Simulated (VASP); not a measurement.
# A vacancy on the Au site in ZnAu, part 2 of 4

Wanted: what a vacancy on the Au site costs in ZnAu and how the lattice relaxes round it. The start is a cell from a database of measured crystal structures.

VASP 6.6.1, plane waves and PAW; the level of theory is named at each step.

So far. Step 2 (The host at zero pressure): The run ended after 3 ionic steps, 0.013 eV below its first step, once forces and stress met EDIFFG = -0.02.

### Step 3. The perfect supercell

Level of this step: PBE; plane waves and PAW (Au, Zn) (VASP).

System of this step: ZnAu. The structure is cubic, space group Pm-3m (No. 221). The conventional cell has a = 3.181 Å, b = 3.181 Å, c = 3.181 Å, α = 90.00°, β = 90.00°, γ = 90.00°. Nearest to Au lie 8 Zn at 2.75 Å. Zn has 8 Au at 2.75 Å nearest. Farther neighbours are not listed.

The same cell, mesh and cutoff without the defect give the energy to subtract and, in a gapped host, the band edges to count from, so that most errors cancel.

Input file INCAR:

```
SYSTEM = ZnAu
PREC = Normal
ENCUT = 300
EDIFF = 1E-05
NELM = 120
ISMEAR = 1
SIGMA = 0.2
LREAL = Auto
ALGO = Fast
GGA = PE
NBANDS = 216
LASPH = .TRUE.
LORBIT = 11
LWAVE = .FALSE.
LCHARG = .FALSE.
KPAR = 4
```

Input file POSCAR:

```
ZnAu
1.0
    0.0000000000      6.3615771062      6.3615771062
    6.3615771062      0.0000000000      6.3615771062
    6.3615771062      6.3615771062      0.0000000000
Au Zn
16 16
Direct
    0.0000000000      0.0000000000      0.0000000000
    0.5000000000      0.0000000000      0.0000000000
    0.0000000000      0.5000000000      0.0000000000
    0.0000000000      0.0000000000      0.5000000000
    0.2500000000      0.2500000000      0.2500000000
    0.5000000000      0.5000000000      0.0000000000
    0.5000000000      0.0000000000      0.5000000000
    0.7500000000      0.2500000000      0.2500000000
    0.0000000000      0.5000000000      0.5000000000
    0.2500000000      0.7500000000      0.2500000000
    0.2500000000      0.2500000000      0.7500000000
    0.5000000000      0.5000000000      0.5000000000
    0.7500000000      0.7500000000      0.2500000000
    0.7500000000      0.2500000000      0.7500000000
    0.2500000000      0.7500000000      0.7500000000
    0.7500000000      0.7500000000      0.7500000000
    0.1250000000      0.1250000000      0.1250000000
    0.6250000000      0.1250000000      0.1250000000
    0.1250000000      0.6250000000      0.1250000000
    0.1250000000      0.1250000000      0.6250000000
    0.3750000000      0.3750000000      0.3750000000
    0.6250000000      0.6250000000      0.1250000000
    0.6250000000      0.1250000000      0.6250000000
    0.8750000000      0.3750000000      0.3750000000
    0.1250000000      0.6250000000      0.6250000000
    0.3750000000      0.8750000000      0.3750000000
    0.3750000000      0.3750000000      0.8750000000
    0.6250000000      0.6250000000      0.6250000000
    0.8750000000      0.8750000000      0.3750000000
    0.8750000000      0.3750000000      0.8750000000
    0.3750000000      0.8750000000      0.8750000000
    0.8750000000      0.8750000000      0.8750000000
```

Input file KPOINTS:

```
Automatic mesh
0
Gamma
3 3 3
0 0 0
```

The projector-augmented-wave data sets are Au and Zn (PBE family, release 64).

Started as:

```console
$ mpirun -np 4 vasp_std
```

Output:

```text
[banner, memory and clock lines left out]
running    4 mpi-ranks, on    1 nodes
 distrk:  each k-point on    1 cores,    4 groups
 distr:  one band on    1 cores,    1 groups

 POSCAR found type information on POSCAR AuZn
 POSCAR found :  2 types and      32 ions
 LDA part: xc-table for (Slater+PW92), standard interpolation
 POSCAR, INCAR and KPOINTS ok, starting setup
 FFT: planning ... GRIDC
 FFT: planning ... GRID_SOFT
 FFT: planning ... GRID
 WAVECAR not read
 entering main loop
       N       E                     dE             d eps       ncg     rms          rms(c)
DAV:   1     0.318773346116E+04    0.31877E+04   -0.11414E+05  1736   0.157E+03
DAV:   2     0.385288765686E+03   -0.28024E+04   -0.26693E+04  1728   0.439E+02
DAV:   3    -0.593120926661E+02   -0.44460E+03   -0.41223E+03  1792   0.156E+02
DAV:   4    -0.826848636895E+02   -0.23373E+02   -0.22915E+02  1872   0.410E+01
DAV:   5    -0.830885294293E+02   -0.40367E+00   -0.40211E+00  1888   0.460E+00    0.314E+01
RMM:   6    -0.766125003747E+02    0.64760E+01   -0.21207E+01  1745   0.120E+01    0.206E+01
RMM:   7    -0.762808380453E+02    0.33166E+00   -0.17453E+00  1848   0.274E+00    0.101E+01
RMM:   8    -0.761805659458E+02    0.10027E+00   -0.25352E-01  1792   0.129E+00    0.850E-01
RMM:   9    -0.761748104623E+02    0.57555E-02   -0.44457E-02  1882   0.488E-01    0.348E-01
RMM:  10    -0.761768787602E+02   -0.20683E-02   -0.11956E-02  1917   0.202E-01    0.513E-01
RMM:  11    -0.761756787931E+02    0.12000E-02   -0.35844E-03  1848   0.144E-01    0.168E-01
RMM:  12    -0.761755359912E+02    0.14280E-03   -0.75519E-04  1904   0.680E-02    0.653E-02
RMM:  13    -0.761755164036E+02    0.19588E-04   -0.22143E-04  1930   0.405E-02    0.306E-02
RMM:  14    -0.761755191774E+02   -0.27738E-05   -0.45300E-05  1330   0.198E-02
   1 F= -.76175519E+02 E0= -.76168924E+02  d E =-.197844E-01
```

It took 33 s on 4 MPI ranks of Intel Xeon 6975P-C (Granite Rapids), shared host; peak memory 1.3 GiB.

Parts of OUTCAR (step 3):

```text
  LATTYP: Found a face centered cubic cell.
 ALAT       =    12.7231542124

The static configuration has the point symmetry O_h .

 Found      4 irreducible k-points:

   k-points           NKPTS =      4   k-points in BZ     NKDIM =      4   number of bands    NBANDS=    216

   dimension x,y,z NGX =    40 NGY =   40 NGZ =   40
   dimension x,y,z NGXF=    80 NGYF=   80 NGZF=   80

   ENCUT  =  300.0 eV  22.05 Ry    4.70 a.u.  12.71 12.71 12.71*2*pi/ulx,y,z

   NELECT =     368.0000    total number of electrons

 E-fermi :   6.7660

 k-point     1 :       0.0000    0.0000    0.0000
  band No.  band energies     occupation
    ...
    177       4.8604      2.00000
    178       4.8604      2.00000
    179       4.8605      2.00000
    180       4.8605      2.00000
    181       4.8605      2.00000
    182       7.4346     -0.00002
    183       7.4346     -0.00002
    184       7.4346     -0.00002
    185       8.0156     -0.00000
    186       9.0188     -0.00000
    ...

 k-point     2 :       0.3333    0.0000    0.0000
  band No.  band energies     occupation
    ...
    177       4.8361      2.00000
    178       4.8361      2.00000
    179       5.9135      2.00000
    180       5.9136      2.00000
    181       5.9136      2.00000
    182       6.8283      0.49992
    183       6.8283      0.49987
    184       6.8283      0.49987
    185       7.0449     -0.06394
    186       7.8099     -0.00000
    ...

  Total        1.3303342      1.3303342      1.3303342     -0.0000000      0.0000000      0.0000000
  in kB        4.1394912      4.1394912      4.1394912     -0.0000000      0.0000000      0.0000000
  external PRESSURE =       4.1394912 kB  Pullay stress =       0.0000000 kB

  energy-cutoff  :      300.00
  volume of cell :      514.90
      direct lattice vectors                 reciprocal lattice vectors
     0.000000000  6.361577106  6.361577106    -0.078596862  0.078596862  0.078596862
     6.361577106  0.000000000  6.361577106     0.078596862 -0.078596862  0.078596862
     6.361577106  6.361577106  0.000000000     0.078596862  0.078596862 -0.078596862

 POSITION                                       TOTAL-FORCE (eV/Angst)
 -----------------------------------------------------------------------------------
      0.00000      0.00000      0.00000         0.000000      0.000000     -0.000000
      0.00000      3.18079      3.18079        -0.000000      0.000000      0.000000
      3.18079      0.00000      3.18079        -0.000000     -0.000000     -0.000000
      3.18079      3.18079      0.00000         0.000000     -0.000000     -0.000000
      3.18079      3.18079      3.18079        -0.000000     -0.000000      0.000000
      3.18079      3.18079      6.36158         0.000000      0.000000     -0.000000
      3.18079      6.36158      3.18079        -0.000000     -0.000000      0.000000
      3.18079      6.36158      6.36158         0.000000     -0.000000     -0.000000
      6.36158      3.18079      3.18079         0.000000      0.000000      0.000000
      6.36158      3.18079      6.36158         0.000000      0.000000      0.000000
      6.36158      6.36158      3.18079        -0.000000      0.000000      0.000000
      6.36158      6.36158      6.36158        -0.000000     -0.000000      0.000000
      6.36158      6.36158      9.54237         0.000000      0.000000     -0.000000
      6.36158      9.54237      6.36158         0.000000      0.000000     -0.000000
      9.54237      6.36158      6.36158        -0.000000     -0.000000     -0.000000
      9.54237      9.54237      9.54237        -0.000000      0.000000      0.000000
      1.59039      1.59039      1.59039         0.000000     -0.000000     -0.000000
      1.59039      4.77118      4.77118         0.000000      0.000000      0.000000
      4.77118      1.59039      4.77118         0.000000      0.000000     -0.000000
      4.77118      4.77118      1.59039        -0.000000      0.000000      0.000000
      4.77118      4.77118      4.77118        -0.000000     -0.000000      0.000000
      4.77118      4.77118      7.95197        -0.000000      0.000000      0.000000
      4.77118      7.95197      4.77118         0.000000     -0.000000     -0.000000
      4.77118      7.95197      7.95197        -0.000000     -0.000000     -0.000000
      7.95197      4.77118      4.77118        -0.000000     -0.000000      0.000000
      7.95197      4.77118      7.95197        -0.000000      0.000000      0.000000
      7.95197      7.95197      4.77118        -0.000000      0.000000      0.000000
      7.95197      7.95197      7.95197         0.000000     -0.000000     -0.000000
      7.95197      7.95197     11.13276         0.000000     -0.000000     -0.000000
      7.95197     11.13276      7.95197        -0.000000     -0.000000     -0.000000
     11.13276      7.95197      7.95197         0.000000     -0.000000     -0.000000
     11.13276     11.13276     11.13276         0.000000     -0.000000      0.000000
 -----------------------------------------------------------------------------------
    total drift:                                0.000000     -0.000000     -0.000000

  FREE ENERGIE OF THE ION-ELECTRON SYSTEM (eV)
  ---------------------------------------------------
  free  energy   TOTEN  =       -76.1755191774 eV

  energy  without entropy=      -76.1557347526  energy(sigma->0) =      -76.16892437

 total charge
# of ion       s       p       d       tot
------------------------------------------
    1        0.615   0.370   8.702   9.687
    2        0.615   0.370   8.702   9.687
    3        0.615   0.370   8.702   9.687
    4        0.615   0.370   8.702   9.687
    5        0.615   0.370   8.702   9.687
    6        0.615   0.370   8.702   9.687
    7        0.615   0.370   8.702   9.687
    8        0.615   0.370   8.702   9.687
    9        0.615   0.370   8.702   9.687
   10        0.615   0.370   8.702   9.687
   11        0.615   0.370   8.702   9.687
   12        0.615   0.370   8.702   9.687
   13        0.615   0.370   8.702   9.687
   14        0.615   0.370   8.702   9.687
   15        0.615   0.370   8.702   9.687
   16        0.615   0.370   8.702   9.687
   17        0.521   0.423   9.757  10.701
   18        0.521   0.423   9.757  10.701
   19        0.521   0.423   9.757  10.701
   20        0.521   0.423   9.757  10.701
   21        0.521   0.423   9.757  10.701
   22        0.521   0.423   9.757  10.701
   23        0.521   0.423   9.757  10.701
   24        0.521   0.423   9.757  10.701
   25        0.521   0.423   9.757  10.701
   26        0.521   0.423   9.757  10.701
   27        0.521   0.423   9.757  10.701
   28        0.521   0.423   9.757  10.701
   29        0.521   0.423   9.757  10.701
   30        0.521   0.423   9.757  10.701
   31        0.521   0.423   9.757  10.701
   32        0.521   0.423   9.757  10.701
--------------------------------------------------
tot         18.166  12.689 295.347 326.203

[... 1 part as in an earlier step ...]

[... 5 further parts left out ...]
```

The k-mesh is coarse for a metal.

Numbers from this step:

| Item | Value |
| --- | --- |
| electronic cycles | 14 |
| electrons | 368 |
| free energy (TOTEN) | -76.1755 eV |
| energy at zero smearing | -76.1689 eV |
| Fermi energy | 6.766 eV |

The host is treated as a metal, as its relaxation found a gap under 0.3 eV or none, and only the neutral defect is run.

### Step 4. Reference Au

This step: PBE; plane waves and PAW (Au) (VASP 6.6.1).

System of this step: Au. The structure is cubic, space group Fm-3m (No. 225). The conventional cell has a = 4.080 Å, b = 4.080 Å, c = 4.080 Å, α = 90.00°, β = 90.00°, γ = 90.00°. Nearest to Au lie 12 Au at 2.88 Å.

The reference for Au is its crystal, relaxed at the cutoff of the large cell.

Input file INCAR:

```
SYSTEM = Au
PREC = Normal
ENCUT = 300
EDIFF = 1E-05
NELM = 120
ISMEAR = 1
SIGMA = 0.1
LREAL = Auto
ALGO = Fast
GGA = PE
NBANDS = 11
LASPH = .TRUE.
LORBIT = 11
LWAVE = .FALSE.
LCHARG = .FALSE.
KPAR = 4
IBRION = 2
NSW = 25
ISIF = 3
EDIFFG = -0.02
POTIM = 0.4
```

Input file POSCAR:

```
Au
1.0
    0.0000000000      2.0400000000      2.0400000000
    2.0400000000      0.0000000000      2.0400000000
    2.0400000000      2.0400000000      0.0000000000
Au
1
Direct
    0.0000000000      0.0000000000      0.0000000000
```

Input file KPOINTS:

```
Automatic mesh
0
Gamma
11 11 11
0 0 0
```

Potentials, in the order of the species: Au (PBE family, release 64).

Started as:

```console
$ mpirun -np 4 vasp_std
```

Output:

```text
[banner, memory and clock lines left out]
running    4 mpi-ranks, on    1 nodes
 distrk:  each k-point on    1 cores,    4 groups
 distr:  one band on    1 cores,    1 groups

 POSCAR found type information on POSCAR Au
 POSCAR found :  1 types and       1 ions
|                                                                             |
|               ----> ADVICE to this user running VASP <----                  |
|                                                                             |
|     You have a (more or less) 'small supercell' and for smaller cells       |
|     it is recommended to use the reciprocal-space projection scheme!        |
|     The real-space optimization is not efficient for small cells and it     |
|     is also less accurate ...                                               |
|     Therefore, set LREAL=.FALSE. in the INCAR file.                         |
|                                                                             |

 LDA part: xc-table for (Slater+PW92), standard interpolation
 POSCAR, INCAR and KPOINTS ok, starting setup
 FFT: planning ... GRIDC
 FFT: planning ... GRID_SOFT
 FFT: planning ... GRID
 WAVECAR not read
 entering main loop
       N       E                     dE             d eps       ncg     rms          rms(c)
DAV:   1     0.250892213957E+02    0.25089E+02   -0.41013E+03  1536   0.542E+02
DAV:   2    -0.322959593972E+01   -0.28319E+02   -0.26757E+02  1391   0.135E+02
DAV:   3    -0.346779754542E+01   -0.23820E+00   -0.23814E+00  1417   0.119E+01
DAV:   4    -0.346852927653E+01   -0.73173E-03   -0.73172E-03  1358   0.771E-01
DAV:   5    -0.346853455892E+01   -0.52824E-05   -0.52819E-05  1418   0.620E-02    0.946E+00
RMM:   6    -0.322812537065E+01    0.24041E+00   -0.31922E-01  1232   0.505E+00    0.599E+00
RMM:   7    -0.320936513300E+01    0.18760E-01   -0.40821E-02  1232   0.201E+00    0.278E+00
RMM:   8    -0.320716611483E+01    0.21990E-02   -0.32522E-03  1232   0.486E-01    0.294E-01
RMM:   9    -0.320715849518E+01    0.76197E-05   -0.31188E-04  1231   0.150E-01    0.105E-01
RMM:  10    -0.320716231692E+01   -0.38217E-05   -0.50941E-05  1064   0.525E-02
   1 F= -.32071623E+01 E0= -.32073224E+01  d E =-.320716E+01
 curvature:   0.00 expect dE= 0.000E+00 dE for cont linesearch  0.000E+00
 trial: gam= 0.00000 g(F)=  0.223E-63 g(S)=  0.890E-01 ort = 0.000E+00 (trialstep = 0.100E+01)
 search vector abs. value=  0.890E-01
 bond charge predicted
       N       E                     dE             d eps       ncg     rms          rms(c)
DAV:   1    -0.444484746399E+01   -0.12377E+01   -0.23070E+01  1292   0.465E+01    0.787E+00
RMM:   2    -0.326738167231E+01    0.11775E+01   -0.16562E+00  1232   0.109E+01    0.350E+00
RMM:   3    -0.321441180468E+01    0.52970E-01   -0.13224E-01  1232   0.349E+00    0.283E+00
RMM:   4    -0.321398367929E+01    0.42813E-03   -0.10949E-02  1232   0.844E-01    0.483E-01
RMM:   5    -0.321406754121E+01   -0.83862E-04   -0.27544E-03  1232   0.383E-01    0.644E-02
RMM:   6    -0.321409732525E+01   -0.29784E-04   -0.32543E-04  1201   0.131E-01    0.763E-02
RMM:   7    -0.321410531029E+01   -0.79850E-05   -0.76065E-05  1171   0.675E-02
   2 F= -.32141053E+01 E0= -.32141853E+01  d E =-.694299E-02
 trial-energy change:   -0.006943  1 .order   -0.017352   -0.089024    0.054320
 step:   0.5122(harm=  0.6211)  dis= 0.00000  next Energy=    -3.228562 (dE=-0.214E-01)
 bond charge predicted
       N       E                     dE             d eps       ncg     rms          rms(c)
DAV:   1    -0.352136847999E+01   -0.30727E+00   -0.53847E+00  1283   0.221E+01    0.323E+00
RMM:   2    -0.323884403594E+01    0.28252E+00   -0.39309E-01  1232   0.535E+00    0.104E+00
RMM:   3    -0.322913138749E+01    0.97126E-02   -0.26558E-02  1232   0.156E+00    0.839E-01
RMM:   4    -0.322945571869E+01   -0.32433E-03   -0.33791E-03  1232   0.465E-01    0.170E-01
RMM:   5    -0.322940562542E+01    0.50093E-04   -0.52241E-04  1231   0.178E-01    0.274E-02
RMM:   6    -0.322941622277E+01   -0.10597E-04   -0.10049E-04  1064   0.687E-02    0.422E-02
RMM:   7    -0.322942559302E+01   -0.93702E-05   -0.16654E-05   965   0.288E-02
   3 F= -.32294256E+01 E0= -.32294651E+01  d E =-.222633E-01
 curvature:  -0.28 expect dE=-0.933E-06 dE for cont linesearch -0.933E-06
 trial: gam=-0.00603 g(F)=  0.128E-67 g(S)=  0.327E-05 ort = 0.540E-03 (trialstep = 0.902E+00)
 search vector abs. value=  0.220E-09
 reached required accuracy - stopping structural energy minimisation
```

It took 4 s on 4 MPI ranks; peak memory 0.4 GiB; 7.3 s of CPU time.

From OUTCAR (step 4):

```text
  LATTYP: Found a face centered cubic cell.
 ALAT       =     4.0800000000

The static configuration has the point symmetry O_h .

 Found     56 irreducible k-points:

   k-points           NKPTS =     56   k-points in BZ     NKDIM =     56   number of bands    NBANDS=     11

   dimension x,y,z NGX =    12 NGY =   12 NGZ =   12
   dimension x,y,z NGXF=    24 NGYF=   24 NGZF=   24

   ENCUT  =  300.0 eV  22.05 Ry    4.70 a.u.   4.07  4.07  4.07*2*pi/ulx,y,z

   NELECT =      11.0000    total number of electrons

 E-fermi :   8.8587

 k-point     1 :       0.0000    0.0000    0.0000
  band No.  band energies     occupation
    ...
      2       4.2650      2.00000
      3       4.2650      2.00000
      4       4.2650      2.00000
      5       5.6556      2.00000
      6       5.6556      2.00000
      7      23.2770      0.00000
      8      26.9963      0.00000
      9      26.9963      0.00000
     10      26.9963      0.00000
     11      31.7564      0.00000

 k-point     2 :       0.0909    0.0000    0.0000
  band No.  band energies     occupation
    ...
      2       4.1844      2.00000
      3       4.3531      2.00000
      4       4.3531      2.00000
      5       5.6200      2.00000
      6       5.6200      2.00000
      7      23.5459      0.00000
      8      25.3739      0.00000
      9      27.2912      0.00000
     10      27.2913      0.00000
     11      32.3379      0.00000

  Total        0.0053181      0.0053181      0.0053181      0.0000000     -0.0000000      0.0000000
  in kB        0.4766039      0.4766039      0.4766039      0.0000000     -0.0000000      0.0000000
  external PRESSURE =       0.4766039 kB  Pullay stress =       0.0000000 kB

  energy-cutoff  :      300.00
  volume of cell :       17.88
      direct lattice vectors                 reciprocal lattice vectors
    -0.000000000  2.075360377  2.075360377    -0.240922013  0.240922013  0.240922013
     2.075360377  0.000000000  2.075360377     0.240922013 -0.240922013  0.240922013
     2.075360377  2.075360377  0.000000000     0.240922013  0.240922013 -0.240922013

 POSITION                                       TOTAL-FORCE (eV/Angst)
 -----------------------------------------------------------------------------------
     -0.00000      0.00000      0.00000         0.000000      0.000000      0.000000
 -----------------------------------------------------------------------------------
    total drift:                               -0.000000      0.000000      0.000000

  FREE ENERGIE OF THE ION-ELECTRON SYSTEM (eV)
  ---------------------------------------------------
  free  energy   TOTEN  =        -3.2294255930 eV

  energy  without entropy=       -3.2295441059  energy(sigma->0) =       -3.22946510

 total charge
# of ion       s       p       d       tot
------------------------------------------
    1        0.526   0.320   8.749   9.595

[... 2 parts as in an earlier step ...]

[... 7 further parts left out ...]
```

Relaxation path:

| step | energy less that of the first step (eV) | largest force (eV/Å) | pressure (GPa) | volume (Å³) |
| --- | --- | --- | --- | --- |
| 1 | 0.0000 | 0.0000 | 8.27 | 16.98 |
| 2 | -0.0069 | 0.0000 | -4.57 | 18.76 |
| 3 | -0.0223 | 0.0000 | 0.05 | 17.88 |

| conventional cell, symmetrised | before | after | change |
| --- | --- | --- | --- |
| a (Å) | 4.080 | 4.151 | +1.7 % |
| b (Å) | 4.080 | 4.151 | +1.7 % |
| c (Å) | 4.080 | 4.151 | +1.7 % |
| volume (Å³/atom) | 16.98 | 17.88 | +5.3 % |

Final coordinates:

```xyz
1
Lattice="0.0000 2.0754 2.0754 2.0754 0.0000 2.0754 2.0754 2.0754 0.0000" Properties=species:S:1:pos:R:3 pbc="T T T"
Au    0.0000    0.0000    0.0000
```

Numbers from this step:

```
electronic cycles   : 24
electrons           : 11
free energy (TOTEN) : -3.229 eV
Fermi energy        : 8.859 eV
```

The run ended after 3 ionic steps, 0.022 eV below its first step, once forces and stress met EDIFFG = -0.02.

Energy at zero smearing: -3.22947 eV.

(Continued in part 3 of 4.)

[Lines on the potential files, build, host, timing and source positions are cut from VASP's logs without a mark.]

[Logs are printed without paths, hosts, clocks, repeated set-up lines and the standing remarks that a program may print on its own settings, such as how far it seeks lower states.]

[Hosts, paths, dates, database ids (printed as entryN), source tags and the programs' standing remarks are cut or masked in the printed files.]

[In band tables of VASP the shares of atoms and orbitals are scaled to a sum of 1 inside the atoms' spheres.]

[Runs that stopped without an error message from VASP are left out.]
